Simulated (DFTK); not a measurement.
# BN (P6_3/mmc) in DFTK: equation of state

Aim: energy against volume of BN in PBEsol, for its equilibrium volume and stiffness.

Program: DFTK 0.8.2. These are calculated values, not measurements. Logs are shortened: lines on timing, memory, paths and dates and some standing lists are left out, and cuts for length are marked.

### Step 1. The crystal as given

Symmetry: P6_3/mmc, No. 194, hexagonal system. The conventional cell has a = 2.498 Å, b = 2.498 Å, c = 6.636 Å, α = 90.00°, β = 90.00°, γ = 120.00°. Around N (site symmetry -6m2) lie 3 B at 1.44 Å. Around B (site symmetry -6m2) lie 3 N at 1.44 Å.

### Step 2. Equation of state, PBEsol

run.jl

```julia
using DFTK
using PseudoPotentialData
using Unitful, UnitfulAtomic
using LinearAlgebra, Printf
include("save.jl")
disable_threading()

# lattice vectors are the columns
lattice = austrip(1u"Å") * [       2.49824       -1.24912            0.0;
                      0.0   2.1635393048            0.0;
                      0.0            0.0         6.6357]
symbols   = [:N, :N, :B, :B]
positions = [[0.6666666667, 0.3333333333, 0.25],
             [0.3333333333, 0.6666666667, 0.75],
             [0.6666666667, 0.3333333333, 0.75],
             [0.3333333333, 0.6666666667, 0.25]]
pseudopotentials = PseudoFamily("dojo.nc.sr.pbesol.v0_4_1.standard.upf")
elements = Dict(s => ElementPsp(s, pseudopotentials) for s in unique(symbols))
atoms    = [elements[s] for s in symbols]

build_model(lattice, positions; symmetries=true) =
    model_DFT(lattice, atoms, positions;
              functionals=PBEsol(),
              temperature=austrip(0.05u"eV"),
              smearing=Smearing.FermiDirac(),
              symmetries)
Ecut  = 42.0  # hartree
kgrid = [12, 12, 4]
tol   = 1e-6
to_GPa = ustrip(uconvert(u"GPa", 1u"hartree/bohr^3"))

results["points"] = []
for scale in [0.94, 0.96, 0.98, 1.0, 1.02, 1.04, 1.06]
    println("\n=== scale = ", scale)
    model = build_model(cbrt(scale) * lattice, positions)
    basis = PlaneWaveBasis(model; Ecut, kgrid)
    t0 = time()
    scfres = self_consistent_field(basis;
                                   tol,
                                   nbandsalg=AdaptiveBands(model; n_bands_converge=13))
    seconds = time() - t0
    @printf "SCF: %d iterations, %.1f s\n" scfres.n_iter seconds
    forces = compute_forces_cart(scfres)
    stress = compute_stresses_cart(scfres)
    @printf "V = %.5f Å^3  F = %.8f Ha  max force = %.5f eV/Å  p = %.4f GPa\n" ustrip(auconvert(u"Å^3", model.unit_cell_volume)) scfres.energies.total ustrip(auconvert(u"eV/Å", maximum(norm, forces))) (-tr(stress) / 3 * to_GPa)
    push!(results["points"], save_scf!(scfres; forces, stress, d=Dict{String,Any}("seconds" => seconds, "n_matvec" => get(scfres, :n_matvec, 0))))
end

# third-order Birch-Murnaghan fit in x = V^(-2/3)
V = [0.94, 0.96, 0.98, 1.0, 1.02, 1.04, 1.06] * abs(det(lattice))
E = [p["total"] for p in results["points"]]
x = V .^ (-2 / 3)
c = [x .^ 0 x x .^ 2 x .^ 3] \ E
Δ = c[3]^2 - 3c[2] * c[4]
if Δ > 0
    x0 = (-c[3] + sqrt(Δ)) / 3c[4]
    B0 = 4 / 9 * x0^(7 / 2) * (2c[3] + 6c[4] * x0)
    @printf "V0 = %.4f Å^3  B0 = %.2f GPa\n" ustrip(auconvert(u"Å^3", x0^(-3 / 2))) B0 * to_GPa
end
```

Potentials or basis: dojo.nc.sr.pbesol.v0_4_1.standard.upf (PBEsol).

Command:

```bash
> julia --threads=1 run.jl  # save.jl only writes the numbers to a file and isn't shown; printed stress counts tension as positive; times include loading and compiling
```

Log:

```text
=== scale = 0.94
n     Energy            log10(ΔE)   log10(Δρ)   Diag   Δtime
---   ---------------   ---------   ---------   ----   ------
  1   -26.59308875498                   -0.39    5.2    7.25s
  2   -26.68317368168       -1.05       -0.61    3.4    5.18s
  3   -26.73338572074       -1.30       -1.47    3.4    6.06s
  4   -26.73381946013       -3.36       -2.24    1.8    3.81s
  5   -26.73383938746       -4.70       -3.21    2.3    3.80s
  6   -26.73384050243       -5.95       -3.55    3.9    5.17s
  7   -26.73384051228       -8.01       -3.96    1.8    4.36s
  8   -26.73384051898       -8.17       -4.77    2.1    3.65s
  9   -26.73384051934       -9.45       -5.06    3.4    4.89s
 10   -26.73384051939      -10.29       -5.51    1.3    3.28s
[... 53 further cycles ...]
  1   -26.60766006960                   -0.43    5.4    7.52s
  2   -26.68791114533       -1.10       -0.64    3.4    5.12s
  3   -26.73661544453       -1.31       -1.49    3.4    5.49s
  4   -26.73703220808       -3.38       -2.22    1.7    3.80s
  5   -26.73705663897       -4.61       -3.18    2.0    4.43s
  6   -26.73705793400       -5.89       -3.60    4.1    5.41s
  7   -26.73705794608       -7.92       -4.27    1.8    3.57s
  8   -26.73705794810       -8.70       -5.06    3.3    4.52s
  9   -26.73705794819      -10.03       -5.68    3.2    4.88s
 10   -26.73705794820      -11.33       -6.72    2.8    5.01s
SCF: 10 iterations, 50.4 s
V = 38.01820 Å^3  F = -26.73705795 Ha  max force = 0.00000 eV/Å  p = -10.6134 GPa
V0 = 36.2432 Å^3  B0 = 241.66 GPa
```

Wall time 11 min (1 thread of Intel Xeon 6975P-C (Granite Rapids), shared host); peak memory 2.1 GiB.

Results:

```
Equilibrium volume                        : 9.06 Å³/atom
Bulk modulus at fixed shape and positions : 242 GPa
Pressure derivative of the bulk modulus   : 3.6
```

Energy against volume, from the lowest point:
| volume (Å³/atom) | energy (meV/atom) |
| --- | --- |
| 8.429 | 36.53 |
| 8.608 | 17.86 |
| 8.787 | 5.93 |
| 8.967 | 0.16 |
| 9.146 | 0.00 |
| 9.325 | 4.98 |
| 9.505 | 14.64 |

Caveat: the cell was scaled at fixed shape and fractional positions, which overstates the stiffness of a crystal with free parameters, most of all of layers and chains; this functional lacks dispersion, which binds the layers, so the pressure and a relaxed spacing across them are unreliable.

### Step 3. Single point, PBEsol, 8.43 Å³/atom (volume scaled by 0.94)

run.jl is that of step 2.

Potentials or basis: dojo.nc.sr.pbesol.v0_4_1.standard.upf (PBEsol).

Command:

```bash
> julia --threads=1 run.jl  # one pass of the loop, scale = 0.94; save.jl only writes the numbers to a file and isn't shown; printed stress counts tension as positive; times include loading and compiling
```

Wall time 52 s (1 thread of Intel Xeon 6975P-C (Granite Rapids), shared host).

The run converged. Its results:

- Free energy: -727.4649 eV
- Pressure: 19.9 GPa
- Band gap on the k mesh: 4.27 eV, indirect (least direct gap 4.73 eV)

Caveat: this functional lacks dispersion, which binds the layers, so the pressure and a relaxed spacing across them are unreliable.

### Step 4. Single point, PBEsol, 8.61 Å³/atom (volume scaled by 0.96)

run.jl is that of step 3.

Command:

```bash
> julia --threads=1 run.jl  # one pass of the loop, scale = 0.96; save.jl only writes the numbers to a file and isn't shown; printed stress counts tension as positive; times include loading and compiling
```

It took 51 s on 1 thread of Intel Xeon 6975P-C (Granite Rapids), shared host.

It converged, with:

| Quantity | Value |
| --- | --- |
| Free energy | -727.5395 eV |
| Pressure | 13.6 GPa |
| Band gap on the k mesh | 4.25 eV, indirect (least direct gap 4.70 eV) |

Caveat: this functional lacks dispersion, which binds the layers, so the pressure and a relaxed spacing across them are unreliable.

### Step 5. Single point, PBEsol, 8.79 Å³/atom (volume scaled by 0.98)

run.jl is that of step 4.

Command:

```bash
> julia --threads=1 run.jl  # one pass of the loop, scale = 0.98; save.jl only writes the numbers to a file and isn't shown; printed stress counts tension as positive; times include loading and compiling
```

It took 52 s on 1 thread of Intel Xeon 6975P-C (Granite Rapids), shared host.

It converged, with:

```yaml
Free_energy: -727.5872 eV
Pressure: 7.8 GPa
Band_gap_on_the_k_mesh: 4.23 eV, indirect (least direct gap 4.67 eV)
```

Caveat: this functional lacks dispersion, which binds the layers, so the pressure and a relaxed spacing across them are unreliable.

### Step 6. Single point, PBEsol, 8.97 Å³/atom

run.jl is that of step 5.

Potentials or basis: dojo.nc.sr.pbesol.v0_4_1.standard.upf (PBEsol).

Command:

```bash
> julia --threads=1 run.jl  # one pass of the loop, scale = 1.0; save.jl only writes the numbers to a file and isn't shown; printed stress counts tension as positive; times include loading and compiling
```

Run time: 61 s. Hardware: 1 thread of Intel Xeon 6975P-C (Granite Rapids), shared host.

Results (log left out):

| Property | Result |
| --- | --- |
| Free energy | -727.6103 eV |
| Pressure | 2.6 GPa |
| Band gap on the k mesh | 4.21 eV, indirect (least direct gap 4.62 eV) |

Caveat: this functional lacks dispersion, which binds the layers, so the pressure and a relaxed spacing across them are unreliable.

### Step 7. Single point, PBEsol, 9.15 Å³/atom (volume scaled by 1.02)

run.jl is that of step 6.

Potentials or basis: dojo.nc.sr.pbesol.v0_4_1.standard.upf (PBEsol).

Command:

```bash
> julia --threads=1 run.jl  # one pass of the loop, scale = 1.02; save.jl only writes the numbers to a file and isn't shown; printed stress counts tension as positive; times include loading and compiling
```

Wall time 52 s (1 thread of Intel Xeon 6975P-C (Granite Rapids), shared host).

Results:

```yaml
Free_energy: -727.6110 eV
Pressure: -2.2 GPa
Band_gap_on_the_k_mesh: 4.19 eV, indirect (least direct gap 4.57 eV)
```

Caveat: this functional lacks dispersion, which binds the layers, so the pressure and a relaxed spacing across them are unreliable.

### Step 8. Single point, PBEsol, 9.33 Å³/atom (volume scaled by 1.04)

run.jl is that of step 7.

Command:

```bash
> julia --threads=1 run.jl  # one pass of the loop, scale = 1.04; save.jl only writes the numbers to a file and isn't shown; printed stress counts tension as positive; times include loading and compiling
```

It took 51 s on 1 thread of Intel Xeon 6975P-C (Granite Rapids), shared host.

Results (log left out):

```
Free energy            : -727.5911 eV
Pressure               : -6.6 GPa
Band gap on the k mesh : 4.16 eV, indirect (least direct gap 4.52 eV)
```

Caveat: this functional lacks dispersion, which binds the layers, so the pressure and a relaxed spacing across them are unreliable.

### Step 9. Single point, PBEsol, 9.50 Å³/atom (volume scaled by 1.06)

run.jl is that of step 8.

Potentials or basis: dojo.nc.sr.pbesol.v0_4_1.standard.upf (PBEsol).

Command:

```bash
> julia --threads=1 run.jl  # one pass of the loop, scale = 1.06; save.jl only writes the numbers to a file and isn't shown; printed stress counts tension as positive; times include loading and compiling
```

Wall time 50 s (1 thread of Intel Xeon 6975P-C (Granite Rapids), shared host).

The run converged. Its results:

| Property | Result |
| --- | --- |
| Free energy | -727.5524 eV |
| Pressure | -10.6 GPa |
| Band gap on the k mesh | 4.14 eV, indirect (least direct gap 4.48 eV) |

Caveat: this functional lacks dispersion, which binds the layers, so the pressure and a relaxed spacing across them are unreliable.
